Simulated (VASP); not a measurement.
# PbS (P-6m2) in VASP: a series of runs, part 2 of 2

VASP 6.6.1. The steps go on from the part before.

## (4) Single point, PBE

File INCAR:

```
SYSTEM = PbS
PREC = Accurate
ENCUT = 400
EDIFF = 1E-6
ISMEAR = -5
SIGMA = 0.05
LREAL = .FALSE.
LASPH = .TRUE.
NELM = 100
ALGO = Normal
ISIF = 2
LWAVE = .FALSE.
LCHARG = .FALSE.
GGA = PE
NBANDS = 12
ADDGRID = .FALSE.
```

File KPOINTS:

```
Automatic mesh
0
G
  8 8 7
  0 0 0
```

File POSCAR:

```
PbS
1.0
    4.0896976867      0.0000000000      0.0000000000
   -2.0448488433      3.5417820905      0.0000000000
    0.0000000000      0.0000000000      3.7881670000
Pb S
1 1
Direct
    0.0000000000      0.0000000000      0.0000000000
    0.6666666667      0.3333333333      0.5000000000
```

Potentials or basis: VASP PAW PBE potentials, release 64 (Pb, S).

Run with:

```bash
$ cat potpaw_PBE.64/Pb/POTCAR potpaw_PBE.64/S/POTCAR > POTCAR
$ mpirun -np 1 vasp_std > vasp.out
```

OUTCAR:

```text
SYSTEM = PbS
   PREC = Accurate
   ENCUT = 400
   EDIFF = 1E-6
   ISMEAR = -5
   LREAL = .FALSE.
   LASPH = .TRUE.
   NELM = 100
   ISIF = 2
   GGA = PE

 Found     40 irreducible k-points:

 Following reciprocal coordinates:
            Coordinates               Weight
  0.000000  0.000000  0.000000      1.000000
  0.125000  0.000000  0.000000      6.000000
  0.250000  0.000000  0.000000      6.000000
  0.375000  0.000000  0.000000      6.000000
  0.500000  0.000000  0.000000      3.000000
  0.125000  0.125000  0.000000      6.000000
   k-points           NKPTS =     40   k-points in BZ     NKDIM =     40   number of bands    NBANDS=     12
   number of dos      NEDOS =    301   number of ions     NIONS =      2
   total plane-waves  NPLWV =  21952
   dimension x,y,z NGX =    28 NGY =   28 NGZ =   28
   dimension x,y,z NGXF=    56 NGYF=   56 NGZF=   56
   ions per type =               1   1
   NGX,Y,Z   is equivalent  to a cutoff of  11.38, 11.38, 12.29 a.u.
   NGXF,Y,Z  is equivalent  to a cutoff of  22.76, 22.76, 24.58 a.u.
 SYSTEM =  PbS
   PREC   = accura    normal or accurate (medium, high low for compatibility)
   ISTART =      0    job   : 0-new  1-cont  2-samecut
   ICHARG =      2    charge: 1-file 2-atom 10-const
   ISPIN  =      1    spin polarized calculation?
   LNONCOLLINEAR =      F non collinear calculations
   LSORBIT =      F    spin-orbit coupling
   LASPH  =      T    aspherical Exc in radial PAW
   ENCUT  =  400.0 eV  29.40 Ry    5.42 a.u.   6.67  6.67  6.18*2*pi/ulx,y,z
   NELM   =    100;   NELMIN=  2; NELMDL= -5     # of ELM steps
   EDIFF  = 0.1E-05   stopping-criterion for ELM
   LREAL  =      F    real-space projection
   EDIFFG = 0.1E-04   stopping-criterion for IOM
   NSW    =      0    number of steps for IOM
   IBRION =     -1    ionic relax: 0-MD 1-quasi-New 2-CG
   NFREE  =      0    steps in history (QN), initial steepest desc. (CG)
   ISIF   =      2    stress and relaxation
   ISYM   =      2    0-nonsym 1-usesym 2-fastsym
   POTIM  = 0.5000    time-step for ionic-motion
   TEBEG  =    0.0;   TEEND  =   0.0 temperature during run
   PSTRESS=    0.0 pullay stress
   NELECT =      10.0000    total number of electrons
   NUPDOWN=      -1.0000    fix difference up-down
   EMIN   =  10.00;   EMAX   =-10.00  energy-range for DOS
   EFERMI =   0.00;   METHOD = LEGACY
   ISMEAR =    -5;   SIGMA  =   0.05  broadening in eV -4-tet -1-fermi 0-gaus
   EFERMI_NEDOS =   21; number of points for ismear=-14 and -15
   IALGO  =     38    algorithm
   IMIX   =      4    mixing-type and parameters
     AMIX     =   0.40;   BMIX     =  1.00
     AMIX_MAG =   1.60;   BMIX_MAG =  1.00
  volume/ion in A,a.u.               =      27.44       185.14
  Fermi-wavevector in a.u.,A,eV,Ry     =   0.928170  1.753987 11.721408  0.861499
  Thomas-Fermi vector in A             =   2.054318
   LORBIT       =      0    0 simple, 1 ext, 2 COOP (PROOUT), +10 PAW based schemes
   GGA     = PE    functional components
   LHFCALC =     F    Hartree Fock is set to
   AEXX    =    0.0000 exact exchange contribution
   IVDW    =     0    specifies the selected vdW correction
   LEPSILON=     F    determine dielectric tensor
   LRPA    =     F    only Hartree local field effects (RPA)
 non-spin polarized calculation
 Fermi weights with tetrahedron method with Bloechl corrections
  energy-cutoff  :      400.00
  volume of cell :       54.87
 maximum number of plane-waves:      1026
 NGX is ok and might be reduce to    28
   NGX = 13   NGY = 13   NGZ = 13

 number of electron      10.0000000 magnetization

 Free energy of the ion-electron system (eV)
  ---------------------------------------------------
  ext. energy  EPLUGINS =         0.00000000
  ---------------------------------------------------
  free energy    TOTEN  =        -8.55663542 eV

  energy without entropy =       -8.55663542  energy(sigma->0) =       -8.55663542

 E-fermi :   3.8774     XC(G=0):  -9.3460

 val. band max:        3.8116384319   @ k =   0.3750   0.2500   0.0000
 cond. band min:       4.0117567049   @ k =   0.3750   0.2500   0.4286
 fundamental gap:      0.2001182729
 Fermi energy:         3.8773967130

 k-point     1 :       0.0000    0.0000    0.0000
  band No.  band energies     occupation
      1      -9.2474      2.00000
      2      -2.5632      2.00000
      3       1.7537      2.00000
      4       2.2258      2.00000
      5       2.2258      2.00000
      6       7.3543      0.00000
      7       7.3543      0.00000
      8       9.1639      0.00000
      9      10.3994      0.00000
     10      10.9402      0.00000
     11      14.8175      0.00000
     12      14.8182      0.00000

 k-point     2 :       0.1250    0.0000    0.0000
  band No.  band energies     occupation
      1      -9.1299      2.00000
      2      -2.8334      2.00000
      3       1.8712      2.00000
      4       2.0419      2.00000
      5       2.2506      2.00000
      6       6.7310      0.00000
      7       7.6740      0.00000
      8       9.4289      0.00000
      9       9.9365      0.00000
     10      12.0270      0.00000
     11      13.9779      0.00000
     12      14.5713      0.00000

 k-point     3 :       0.2500    0.0000    0.0000
  band No.  band energies     occupation
      1      -8.8077      2.00000
      2      -3.5032      2.00000
      3       1.6607      2.00000
      4       2.1833      2.00000
      5       2.2456      2.00000
      6       6.0215      0.00000
      7       8.3702      0.00000
      8       9.0037      0.00000
      9       9.8572      0.00000
     10      12.5708      0.00000
     11      14.3797      0.00000
     12      14.8786      0.00000

 k-point     4 :       0.3750    0.0000    0.0000
  band No.  band energies     occupation
      1      -8.4020      2.00000
      2      -4.2338      2.00000
      3       1.3393      2.00000
      4       2.1577      2.00000
      5       2.5513      2.00000
      6       5.8077      0.00000
      7       8.1725      0.00000
      8       8.9557      0.00000
      9       9.5921      0.00000
     10      13.3355      0.00000
     11      14.7273      0.00000
     12      14.7865      0.00000

 k-point     5 :       0.5000    0.0000    0.0000
  band No.  band energies     occupation
      1      -8.1922      2.00000
      2      -4.5728      2.00000
      3       1.2187      2.00000
      4       2.1020      2.00000
      5       2.7276      2.00000
      6       5.8210      0.00000
      7       7.8321      0.00000
      8       9.1583      0.00000
      9       9.2947      0.00000
     10      14.6610      0.00000
     11      14.8194      0.00000
     12      14.9663      0.00000

 k-point     6 :       0.1250    0.1250    0.0000
  band No.  band energies     occupation
      1      -8.9091      2.00000
      2      -3.2954      2.00000
      3       1.5817      2.00000
      4       2.0869      2.00000
      5       2.4516      2.00000
      6       6.2101      0.00000
      7       8.0604      0.00000
      8       9.2686      0.00000
      9       9.8048      0.00000
     10      12.7187      0.00000
     11      14.1207      0.00000
     12      14.3546      0.00000

 [... further k-points ...]

------------------------ aborting loop because EDIFF is reached ----------------------------------------

  FORCE on cell =-STRESS in cart. coord.  units (eV):
  Direction    XX          YY          ZZ          XY          YZ          ZX
  --------------------------------------------------------------------------------------
  -------------------------------------------------------------------------------------
  Total       -0.0916227     -0.0916227     -0.1438482     -0.0000000      0.0000000     -0.0000000
  in kB       -2.6752952     -2.6752952     -4.2002276     -0.0000000      0.0000000     -0.0000000
  external PRESSURE =      -3.1836060 kB  Pullay stress =       0.0000000 kB

 VOLUME and BASIS-vectors are now :
 -----------------------------------------------------------------------------
  energy-cutoff  :      400.00
  volume of cell :       54.87
      direct lattice vectors                 reciprocal lattice vectors
     4.089697687  0.000000000  0.000000000     0.244516851  0.141171870  0.000000000
    -2.044848843  3.541782090  0.000000000     0.000000000  0.282343740  0.000000000
     0.000000000  0.000000000  3.788167000     0.000000000  0.000000000  0.263979914

 POSITION                                       TOTAL-FORCE (eV/Angst)
 -----------------------------------------------------------------------------------
      0.00000      0.00000      0.00000         0.000000     -0.000000      0.000000
      2.04485      1.18059      1.89408        -0.000000      0.000000      0.000000
 -----------------------------------------------------------------------------------
    total drift:                               -0.000000      0.000000      0.000000

  FREE ENERGIE OF THE ION-ELECTRON SYSTEM (eV)
  ---------------------------------------------------
  free  energy   TOTEN  =        -8.5566354189 eV

  energy  without entropy=       -8.5566354189  energy(sigma->0) =       -8.55663542
```

stdout:

```text
POSCAR found type information on POSCAR PbS
 POSCAR found :  2 types and       2 ions
 scaLAPACK will be used
 LDA part: xc-table for (Slater+PW92), standard interpolation
 POSCAR, INCAR and KPOINTS ok, starting setup
 FFT: planning ... GRIDC
 FFT: planning ... GRID_SOFT
 FFT: planning ... GRID
 WAVECAR not read
 entering main loop
```

Run time: 15 s. Hardware: 1 thread of Intel Xeon 6975P-C (Granite Rapids), shared host; peak memory 0.17 GiB.

These settings aren't checked as converged: the numbers below hold their error.

What came out:

- Free energy: -8.5566 eV
- Pressure: -0.3 GPa
- Band gap on the k mesh: 0.20 eV, indirect (least direct gap 1.65 eV)

Caveat: spin-orbit coupling is left out, which as a rule narrows the gap of such compounds by several tenths of an eV; an odd mesh through Γ misses points on the zone boundary, where band edges often lie.

## (5) The reference run

An earlier run on the cell as given: functional PBE; potentials or basis VASP PAW PBE potentials, release 64 (Pb_d, S); cutoff 520 eV; k mesh 8 × 8 × 7; occupations fermi-dirac, width 0.05 eV; no spin polarisation.

- Pressure: 0.0 GPa
- Band gap on the k mesh: 0.21 eV, indirect (least direct gap 1.65 eV)
